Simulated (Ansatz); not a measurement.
Here is an Ansatz 0.2.0 calculation.

The input input.yaml:

```yaml
crystal:
  lattice:
    - [0.0, 2.2535006075, 2.2535006075]
    - [2.2535006075, 0.0, 2.2535006075]
    - [2.2535006075, 2.2535006075, 0.0]
  atoms:
    - { symbol: Ga, position: [0.0, 0.0, 0.0] }
    - { symbol: "N", position: [0.25, 0.25, 0.25] }
hamiltonian:
  xc: pbe
  pseudopotentials: { kind: paw }
kpoints:
  mp_grid: { grid: [10, 10, 10] }
scf:
  occupations: { method: gaussian, width: 0.011 }
output:
  forces: true
  stress: true
  eigenvalues: true
  write_density: true
  write_potential: true
  elf: true
  volumetric_format: npy
```

Potentials or basis: Ansatz PAW.

Run with:

```sh
$ ansatz run input.yaml --threads 2 --pin off --max-ram 5632MiB --backend cpu --events-out ev --progress --plain --runs-dir out
```

Question: Predict the pressure.

Answer: 5.0 GPa.

Question: Predict the band gap on the k mesh.

Answer: 1.72 eV, direct.

Caveat: the pressure holds a Pulay correction of +0.5 GPa for the finite cutoff.

**Experimental background.**

A printed reference work, textbook reports, for a bulk crystal of GaN at 0 K: band gap 3.299 eV (direct).

Against the measured gap of GaN, 3.299 eV (direct; 0 K; a printed reference work, textbook), the calculated 1.72 eV is off by -1.58 eV. Spin-orbit coupling on Ga is left out. The value is that of PBE, without temperature or zero-point motion. Semilocal functionals fall short of measured gaps as a rule. The cell is a database's relaxed one, not the measured one, which moves gaps too.
